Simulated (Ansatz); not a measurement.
HfC:

```xyz
2
Lattice="0.0000 2.3250 2.3250 2.3250 0.0000 2.3250 2.3250 2.3250 0.0000" Properties=species:S:1:pos:R:3 pbc="T T T"
Hf    2.3250    2.3250    2.3250
C     0.0000    0.0000    0.0000
```

Base run:

* Program: Ansatz 0.2.0
* Functional: PBE
* Potentials or basis: Ansatz PAW
* Cutoff: 420 eV (not typed: the program's choice for these potentials)
* k mesh: 10 × 10 × 10
* Occupations: fermi-dirac, width 0.05 eV
* Spin: no spin polarisation

Its results: band gap on the k mesh none (metal or under the smearing width); pressure 0.2 GPa.

Problem. The run is repeated on the same cell with these changes: functional from PBE to revPBE. What comes out?

Solution. Band gap on the k mesh none (metal or under the smearing width); pressure 3.2 GPa.

revPBE binds less tightly than PBE, so the same cell stands under more pressure.

Caveats: spin-orbit coupling is left out, which moves the levels of the heavy elements; the PAW data sets come from PBE, with cores solved anew for the run's functional, which leaves a small shift of forces and pressure (some runs).
